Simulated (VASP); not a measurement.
# TiPt3 (Pm-3m) in VASP: further runs

One crystal, TiPt3, is run at these levels: PBE; tasks: single point, relaxation of cell and atoms.

Everything below comes from runs of VASP 6.6.1. Logs are shortened: lines on timing, memory, paths and dates and some standing lists are left out, and cuts for length are marked.

### Step 1. The cell of the first run

The structure is cubic, space group Pm-3m (No. 221). Conventional cell: a = 4.711 Å, b = 4.711 Å, c = 4.711 Å, α = 90.00°, β = 90.00°, γ = 90.00°. Around Ti (site symmetry m-3m) lie 6 Pt at 2.36 Å. Pt (site symmetry 4/mmm) is surrounded by 2 Ti at 2.36 Å.

The cell was built by a generator and needn't be a form met in nature.

### Step 2. Single point, PBE (random cell by space group and Wyckoff sites (Fm-3m, No. 225))

File INCAR:

```
PREC = Accurate
ENCUT = 520
EDIFF = 1E-6
ISMEAR = 0
SIGMA = 0.1
LREAL = False
LASPH = True
NELM = 100
ALGO = Normal
ISIF = 2
LWAVE = False
LCHARG = True
GGA = PE
LELF = True
LVHAR = True
NBANDS = 52
```

File KPOINTS:

```
regular mesh
0
Gamma
  4 4 4
```

File POSCAR:

```
TiPt3
1.0
    0.0000000000      4.7113627354      4.7113627354
    4.7113627354      0.0000000000      4.7113627354
    4.7113627354      4.7113627354      0.0000000000
Ti Pt
2 6
Direct
    0.0000000000      0.0000000000      0.0000000000
    0.5000000000      0.5000000000      0.5000000000
    0.2499940019      0.7500059981      0.7500059981
    0.7500059981      0.2499940019      0.2499940019
    0.7500059981      0.2499940019      0.7500059981
    0.2499940019      0.7500059981      0.2499940019
    0.7500059981      0.7500059981      0.2499940019
    0.2499940019      0.2499940019      0.7500059981
```

Potentials or basis: VASP PAW PBE potentials, release 64 (Ti_sv, Pt).

Command:

```sh
$ cat potpaw_PBE.64/Ti_sv/POTCAR potpaw_PBE.64/Pt/POTCAR > POTCAR
$ mpirun -np 1 vasp_std > vasp.out
```

OUTCAR:

```text
PREC = Accurate
   ENCUT = 520
   EDIFF = 1E-6
   ISMEAR = 0
   LREAL = False
   LASPH = True
   NELM = 100
   ISIF = 2
   GGA = PE

 ion  position               nearest neighbor table
   1  0.000  0.000  0.000-   3 2.36   4 2.36   5 2.36   6 2.36   7 2.36   8 2.36
   2  0.500  0.500  0.500-   3 2.36   4 2.36   5 2.36   6 2.36   7 2.36   8 2.36
   3  0.250  0.750  0.750-   1 2.36   2 2.36   5 3.33   6 3.33   7 3.33   8 3.33   7 3.33   5 3.33
                             6 3.33   8 3.33
   4  0.750  0.250  0.250-   1 2.36   2 2.36   5 3.33   6 3.33   7 3.33   8 3.33   7 3.33   5 3.33
                             6 3.33   8 3.33
   5  0.750  0.250  0.750-   1 2.36   2 2.36   3 3.33   4 3.33   7 3.33   8 3.33   7 3.33   4 3.33
                             3 3.33   8 3.33
   6  0.250  0.750  0.250-   1 2.36   2 2.36   3 3.33   4 3.33   7 3.33   8 3.33   7 3.33   4 3.33
                             3 3.33   8 3.33
   7  0.750  0.750  0.250-   1 2.36   2 2.36   3 3.33   4 3.33   5 3.33   6 3.33   5 3.33   4 3.33
                             3 3.33   6 3.33
   8  0.250  0.250  0.750-   1 2.36   2 2.36   3 3.33   4 3.33   5 3.33   6 3.33   3 3.33   6 3.33
                             5 3.33   4 3.33

  LATTYP: Found a face centered cubic cell.
 ALAT       =     9.4227254708

  Lattice vectors:

 A1 = (   0.0000000000,   4.7113627354,   4.7113627354)
 A2 = (   4.7113627354,   0.0000000000,   4.7113627354)
 A3 = (   4.7113627354,   4.7113627354,   0.0000000000)

Analysis of symmetry for initial positions (statically):
=====================================================================
 Subroutine PRICEL returns:
 Original cell was already a primitive cell.

 Routine SETGRP: Setting up the symmetry group for a
 face centered cubic supercell.

 Subroutine GETGRP returns: Found 48 space group operations
 (whereof 48 operations were pure point group operations)
 out of a pool of 48 trial point group operations.

The static configuration has the point symmetry O_h .

Analysis of symmetry for dynamics (positions and initial velocities):
=====================================================================
 Subroutine PRICEL returns:
 Original cell was already a primitive cell.

 Routine SETGRP: Setting up the symmetry group for a
 face centered cubic supercell.

 Subroutine GETGRP returns: Found 48 space group operations
 (whereof 48 operations were pure point group operations)
 out of a pool of 48 trial point group operations.

The dynamic configuration has the point symmetry O_h .

 Subroutine INISYM returns: Found 48 space group operations
 (whereof 48 operations are pure point group operations),
 and found     1 'primitive' translations

----------------------------------------------------------------------------------------

                                     Primitive cell

  volume of cell :     209.1557

  direct lattice vectors                    reciprocal lattice vectors
     0.000000000  4.711362735  4.711362735    -0.106126407  0.106126407  0.106126407
     4.711362735  0.000000000  4.711362735     0.106126407 -0.106126407  0.106126407
     4.711362735  4.711362735  0.000000000     0.106126407  0.106126407 -0.106126407

  length of vectors
     6.662873078  6.662873078  6.662873078     0.183816329  0.183816329  0.183816329

  position of ions in fractional coordinates (direct lattice)
     0.000000000  0.000000000  0.000000000
     0.500000000  0.500000000  0.500000000
     0.249994002  0.750005998  0.750005998
     0.750005998  0.249994002  0.249994002
     0.750005998  0.249994002  0.750005998
     0.249994002  0.750005998  0.249994002
     0.750005998  0.750005998  0.249994002
     0.249994002  0.249994002  0.750005998

  ion indices of the primitive-cell ions
   primitive index   ion index
                 1           1
                 2           2
                 3           3
                 4           4
                 5           5
                 6           6
                 7           7
                 8           8

----------------------------------------------------------------------------------------

 KPOINTS: regular mesh

Automatic generation of k-mesh.
 Grid dimensions read from file:
 generate k-points for:    4    4    4

 Generating k-lattice:

  Cartesian coordinates                     Fractional coordinates (reciprocal lattice)
    -0.026531602  0.026531602  0.026531602     0.250000000  0.000000000  0.000000000
     0.026531602 -0.026531602  0.026531602     0.000000000  0.250000000  0.000000000
     0.026531602  0.026531602 -0.026531602     0.000000000  0.000000000  0.250000000

  Length of vectors
     0.045954082  0.045954082  0.045954082

  Shift w.r.t. Gamma in fractional coordinates (k-lattice)
     0.000000000  0.000000000  0.000000000

 Subroutine IBZKPT returns following result:
 ===========================================

 Found      8 irreducible k-points:

 Following reciprocal coordinates:
            Coordinates               Weight
  0.000000  0.000000  0.000000      1.000000
  0.250000  0.000000  0.000000      8.000000
  0.500000  0.000000  0.000000      4.000000
  0.250000  0.250000  0.000000      6.000000
  0.500000  0.250000  0.000000     24.000000
 -0.250000  0.250000  0.000000     12.000000
  0.500000  0.500000  0.000000      3.000000
 -0.250000  0.500000  0.250000      6.000000
   k-points           NKPTS =      8   k-points in BZ     NKDIM =      8   number of bands    NBANDS=     52
   number of dos      NEDOS =    301   number of ions     NIONS =      8
   total plane-waves  NPLWV = 125000
   dimension x,y,z NGX =    50 NGY =   50 NGZ =   50
   dimension x,y,z NGXF=   100 NGYF=  100 NGZF=  100
   ions per type =               2   6
   NGX,Y,Z   is equivalent  to a cutoff of  12.48, 12.48, 12.48 a.u.
   NGXF,Y,Z  is equivalent  to a cutoff of  24.95, 24.95, 24.95 a.u.
 SYSTEM =  unknown system
   PREC   = accura    normal or accurate (medium, high low for compatibility)
   ISTART =      0    job   : 0-new  1-cont  2-samecut
   ICHARG =      2    charge: 1-file 2-atom 10-const
   ISPIN  =      1    spin polarized calculation?
   LNONCOLLINEAR =      F non collinear calculations
   LSORBIT =      F    spin-orbit coupling
   LASPH  =      T    aspherical Exc in radial PAW
   ENCUT  =  520.0 eV  38.22 Ry    6.18 a.u.  12.39 12.39 12.39*2*pi/ulx,y,z
   NELM   =    100;   NELMIN=  2; NELMDL= -5     # of ELM steps
   EDIFF  = 0.1E-05   stopping-criterion for ELM
[... 8 lines left out ...]
   TEBEG  =    0.0;   TEEND  =   0.0 temperature during run
   PSTRESS=    0.0 pullay stress
   NELECT =      84.0000    total number of electrons
   NUPDOWN=      -1.0000    fix difference up-down
   EMIN   =  10.00;   EMAX   =-10.00  energy-range for DOS
   EFERMI =   0.00;   METHOD = LEGACY
   ISMEAR =     0;   SIGMA  =   0.10  broadening in eV -4-tet -1-fermi 0-gaus
   EFERMI_NEDOS =   21; number of points for ismear=-14 and -15
   IALGO  =     38    algorithm
   IMIX   =      4    mixing-type and parameters
     AMIX     =   0.40;   BMIX     =  1.00
     AMIX_MAG =   1.60;   BMIX_MAG =  1.00
  volume/ion in A,a.u.               =      26.14       176.43
  Fermi-wavevector in a.u.,A,eV,Ry     =   1.207845  2.282497 19.849414  1.458891
  Thomas-Fermi vector in A             =   2.343471
   LORBIT       =      0    0 simple, 1 ext, 2 COOP (PROOUT), +10 PAW based schemes
   GGA     = PE    functional components
   LHFCALC =     F    Hartree Fock is set to
   AEXX    =    0.0000 exact exchange contribution
   IVDW    =     0    specifies the selected vdW correction
   LEPSILON=     F    determine dielectric tensor
   LRPA    =     F    only Hartree local field effects (RPA)
 non-spin polarized calculation
 Gauss-broadening in eV      SIGMA  =   0.10
  energy-cutoff  :      520.00
  volume of cell :      209.16
 maximum number of plane-waves:      5658
 NGX is ok and might be reduce to    50
   NGX = 25   NGY = 25   NGZ = 25

 number of electron      84.0000019 magnetization

 Free energy of the ion-electron system (eV)
  ---------------------------------------------------
  ext. energy  EPLUGINS =         0.00000000
  ---------------------------------------------------
  free energy    TOTEN  =       -44.65419911 eV

  energy without entropy =      -44.61067779  energy(sigma->0) =      -44.63243845

 E-fermi :   3.7111     XC(G=0):  -9.5633

 val. band max:        3.7096814689   @ k =   0.5000   0.5000   0.0000
 cond. band min:       3.7120930138   @ k =   0.5000   0.2500   0.0000
 fundamental gap:      0.0024115449
 Fermi energy:         3.7110675770

 k-point     1 :       0.0000    0.0000    0.0000
  band No.  band energies     occupation
      1     -53.5305      2.00000
      2     -53.5094      2.00000
      3     -29.8949      2.00000
      4     -29.8949      2.00000
      5     -29.8949      2.00000
      6     -29.8157      2.00000
[... 44 lines left out ...]
     51       6.0431      0.00000
     52       6.0431      0.00000

 k-point     2 :       0.2500    0.0000    0.0000
  band No.  band energies     occupation
      1     -53.5274      2.00000
      2     -53.5125      2.00000
      3     -29.8834      2.00000
      4     -29.8833      2.00000
      5     -29.8833      2.00000
      6     -29.8274      2.00000
[... 44 lines left out ...]
     51       6.1560      0.00000
     52       6.1638      0.00000

 k-point     3 :       0.5000    0.0000    0.0000
  band No.  band energies     occupation
      1     -53.5202      2.00000
      2     -53.5198      2.00000
      3     -29.8556      2.00000
      4     -29.8555      2.00000
      5     -29.8555      2.00000
      6     -29.8553      2.00000
[... 44 lines left out ...]
     51       6.5245      0.00000
     52       6.5247      0.00000

 k-point     4 :       0.2500    0.2500    0.0000
  band No.  band energies     occupation
      1     -53.5270      2.00000
      2     -53.5130      2.00000
      3     -29.8939      2.00000
      4     -29.8939      2.00000
      5     -29.8574      2.00000
      6     -29.8534      2.00000
[... 44 lines left out ...]
     51       6.0115      0.00000
     52       6.0115      0.00000

 k-point     5 :       0.5000    0.2500    0.0000
  band No.  band energies     occupation
      1     -53.5225      2.00000
      2     -53.5175      2.00000
      3     -29.8820      2.00000
      4     -29.8819      2.00000
      5     -29.8805      2.00000
      6     -29.8301      2.00000
[... 44 lines left out ...]
     51       5.8729      0.00000
     52       5.8799      0.00000

 k-point     6 :      -0.2500    0.2500    0.0000
  band No.  band energies     occupation
      1     -53.5235      2.00000
      2     -53.5165      2.00000
      3     -29.8929      2.00000
      4     -29.8564      2.00000
      5     -29.8564      2.00000
      6     -29.8544      2.00000
[... 44 lines left out ...]
     51       5.9782      0.00000
     52       6.2893      0.00000

 k-point     7 :       0.5000    0.5000    0.0000
  band No.  band energies     occupation
      1     -53.5235      2.00000
      2     -53.5165      2.00000
      3     -29.8929      2.00000
      4     -29.8929      2.00000
      5     -29.8909      2.00000
      6     -29.8196      2.00000
[... 44 lines left out ...]
     51       5.9226      0.00000
     52       5.9226      0.00000

 k-point     8 :      -0.2500    0.5000    0.2500
  band No.  band energies     occupation
      1     -53.5202      2.00000
      2     -53.5198      2.00000
      3     -29.8919      2.00000
      4     -29.8919      2.00000
      5     -29.8555      2.00000
      6     -29.8553      2.00000
[... 44 lines left out ...]
     51       6.1530      0.00000
     52       6.1533      0.00000

------------------------ aborting loop because EDIFF is reached ----------------------------------------

  FORCE on cell =-STRESS in cart. coord.  units (eV):
  Direction    XX          YY          ZZ          XY          YZ          ZX
  --------------------------------------------------------------------------------------
  -------------------------------------------------------------------------------------
  Total        0.2935740      0.2935740      0.2935740     -0.0000000     -0.0000000      0.0000000
  in kB        2.2488397      2.2488397      2.2488397     -0.0000000     -0.0000000      0.0000000
  external PRESSURE =       2.2488397 kB  Pullay stress =       0.0000000 kB

 VOLUME and BASIS-vectors are now :
 -----------------------------------------------------------------------------
  energy-cutoff  :      520.00
  volume of cell :      209.16
      direct lattice vectors                 reciprocal lattice vectors
     0.000000000  4.711362735  4.711362735    -0.106126407  0.106126407  0.106126407
     4.711362735  0.000000000  4.711362735     0.106126407 -0.106126407  0.106126407
     4.711362735  4.711362735  0.000000000     0.106126407  0.106126407 -0.106126407

 POSITION                                       TOTAL-FORCE (eV/Angst)
 -----------------------------------------------------------------------------------
      0.00000      0.00000      0.00000        -0.000000     -0.000000     -0.000000
      4.71136      4.71136      4.71136        -0.000000     -0.000000     -0.000000
      7.06710      4.71136      4.71136        -0.001153     -0.000000     -0.000000
      2.35562      4.71136      4.71136         0.001153     -0.000000     -0.000000
      4.71136      7.06710      4.71136        -0.000000     -0.001153     -0.000000
      4.71136      2.35562      4.71136        -0.000000      0.001153     -0.000000
      4.71136      4.71136      7.06710        -0.000000     -0.000000     -0.001153
      4.71136      4.71136      2.35562        -0.000000     -0.000000      0.001153
 -----------------------------------------------------------------------------------
    total drift:                                0.000000      0.000000     -0.000000

  FREE ENERGIE OF THE ION-ELECTRON SYSTEM (eV)
  ---------------------------------------------------
  free  energy   TOTEN  =       -44.6541991057 eV

  energy  without entropy=      -44.6106777857  energy(sigma->0) =      -44.63243845
```

Wall time 2.3 min (1 thread of Intel Xeon Platinum 8259CL at 2.50GHz (Skylake/Cascade Lake), shared host); peak memory 0.37 GiB.

Results:

- Free energy: -44.6542 eV
- Pressure: 0.2 GPa
- Band gap on the k mesh: none (metal or under the smearing width)

The run has no spin-orbit coupling, so splittings on Pt are missing.

### Step 3. Relaxation of cell and atoms, PBE (random cell by space group and Wyckoff sites (Fm-3m, No. 225))

File INCAR:

```
ALGO = Normal
EDIFF = 1E-6
EDIFFG = -0.04
ENCUT = 600
GGA = PE
IBRION = 2
ISIF = 3
ISMEAR = 0
LASPH = True
LCHARG = False
LREAL = False
LWAVE = False
NELM = 100
NSW = 90
PREC = Accurate
SIGMA = 0.1
```

File KPOINTS:

```
k-points
0
Gamma
  4 4 4
```

File POSCAR:

```
TiPt3
1.0
    0.0000000000      4.0925881100      4.0925881100
    4.0925881100      0.0000000000      4.0925881100
    4.0925881100      4.0925881100      0.0000000000
Ti Pt
2 6
Direct
    0.0000000000      0.0000000000      0.0000000000
    0.5000000000      0.5000000000      0.5000000000
    0.2544481100      0.7455518900      0.7455518900
    0.7455518900      0.2544481100      0.2544481100
    0.7455518900      0.2544481100      0.7455518900
    0.2544481100      0.7455518900      0.2544481100
    0.7455518900      0.7455518900      0.2544481100
    0.2544481100      0.2544481100      0.7455518900
```

Potentials or basis: VASP PAW PBE potentials, release 64 (Ti_sv, Pt).

Command:

```sh
$ cat potpaw_PBE.64/Ti_sv/POTCAR potpaw_PBE.64/Pt/POTCAR > POTCAR
$ mpirun -np 1 vasp_std > vasp.out
```

Wall time 18 min (1 thread of Intel Xeon Platinum 8259CL at 2.50GHz (Skylake/Cascade Lake), shared host); peak memory 0.37 GiB.

The run converged. Its results:

| Quantity | Value |
| --- | --- |
| Free energy | -44.6183 eV |
| Relaxed volume | 26.23 Å³/atom |
| Relaxed cell | a = 6.670 Å, b = 6.670 Å, c = 6.670 Å, α = 60.00°, β = 60.00°, γ = 60.00° |
| Space group after relaxing (to 0.05 Å) | Pm-3m (No. 221) |
| Energy gained by relaxing | 1741.5 meV/atom |
| Ionic steps | 10 |
| Pressure after relaxing | 0.0 GPa |
| Largest force after relaxing | 0.025 eV/Å |
| Band gap on the k mesh | none (metal or under the smearing width) |

Forces in eV/Å, atoms in the order of the input:
```
Ti   0.000  0.000  0.000
Ti   0.000  0.000  0.000
Pt   0.025  0.000  0.000
Pt  -0.025  0.000  0.000
Pt   0.000  0.025  0.000
Pt   0.000 -0.025  0.000
Pt   0.000  0.000  0.025
Pt   0.000  0.000 -0.025
```

Step by step:
| step | energy change (eV) | largest force (eV/Å) | pressure (GPa) | volume (Å³) |
| --- | --- | --- | --- | --- |
| 1 | 0.0000 | 3.3169 | 91.26 | 137.10 |
| 2 | -0.7137 | 0.7638 | -8.97 | 436.27 |
| 3 | -13.4363 | 0.9292 | -4.50 | 227.59 |
| 4 | -13.6506 | 1.0205 | -2.45 | 219.16 |
| 5 | -13.7476 | 1.1203 | 0.93 | 208.58 |
| 6 | -13.7472 | 1.1060 | 0.34 | 210.22 |
| 7 | -13.9099 | 0.1957 | -1.29 | 213.49 |
| 8 | -13.9113 | 0.1083 | -1.40 | 213.84 |
| 9 | -13.9268 | 0.0969 | 0.66 | 207.95 |
| 10 | -13.9316 | 0.0250 | -0.05 | 209.84 |

Final structure:
```yaml
crystal:
  lattice:
    - [0.00000, 4.71647, 4.71647]
    - [4.71647, 0.00000, 4.71647]
    - [4.71647, 4.71647, 0.00000]
  atoms:
    - { symbol: Ti, position: [0.00000, 0.00000, 0.00000] }
    - { symbol: Ti, position: [0.50000, 0.50000, 0.50000] }
    - { symbol: Pt, position: [0.25013, 0.74987, 0.74987] }
    - { symbol: Pt, position: [0.74987, 0.25013, 0.25013] }
    - { symbol: Pt, position: [0.74987, 0.25013, 0.74987] }
    - { symbol: Pt, position: [0.25013, 0.74987, 0.25013] }
    - { symbol: Pt, position: [0.74987, 0.74987, 0.25013] }
    - { symbol: Pt, position: [0.25013, 0.25013, 0.74987] }
```

Levels at points of the mesh, in eV from the Fermi level:
```
           k point  band 38  band 39  band 40  band 41  band 42  band 43  band 44  band 45  band 46  band 47
(0.00, 0.00, 0.00)    -0.93    -0.66    -0.66    -0.66    -0.61    -0.25     0.23     0.23     1.10     1.10
(0.50, 0.00, 0.00)    -1.30    -0.85    -0.85     0.39     0.39     0.39     0.39     0.70     0.70     1.61
(0.50, 0.50, 0.00)    -1.47    -1.29    -1.17    -1.11    -0.17     0.00     0.00     0.42     0.92     1.04
```

Caveat: the volume moved by over 15 % at a fixed basis, so the end points are rough. Spin-orbit coupling is left out, which matters for the levels of Pt.
